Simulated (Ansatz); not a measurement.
Crystal: Ti.

```xyz
2
Lattice="2.9500 0.0000 0.0000 -1.4750 2.5548 0.0000 0.0000 0.0000 4.6800" Properties=species:S:1:pos:R:3 pbc="T T T"
Ti    1.4750    0.8516    3.5100
Ti    0.0000    1.7032    1.1700
```

| Property | Result |
| --- | --- |
| Program | Ansatz 0.2.0 |
| Task | relaxation of cell and atoms |
| Functional | PBE |
| Dispersion | D3(BJ) |
| Potentials or basis | all-electron LAPW, scalar-relativistic |
| Basis error allowed | 0.001 eV/atom |
| k mesh | 10 × 10 × 6 |
| Occupations | fermi-dirac, width 0.05 eV |
| Spin | no spin polarisation |

At the start: volume 17.64 Å³/atom.

Q: Where does the relaxation end?

A: Over 5 steps the energy falls by 26.3 meV/atom and the volume is 16.50 Å³/atom (-6.4 %); space group P6_3/mmc (No. 194, to 0.05 Å).

The path:
```csv
step,energy change (eV),largest force (eV/Å),volume (Å³)
1,0.0000,0.0000,35.27
2,-0.0521,0.0000,33.22
3,-0.0527,0.0000,32.99
4,-0.0527,0.0000,33.00
5,-0.0527,0.0000,33.00
```

Final structure:
```
Ti
1.0
     2.88947    0.00000    0.00000
    -1.44474    2.50235    0.00000
     0.00000    0.00000    4.56466
Ti
2
Direct
  0.66667 0.33333 0.75000
  0.33333 0.66667 0.25000
```
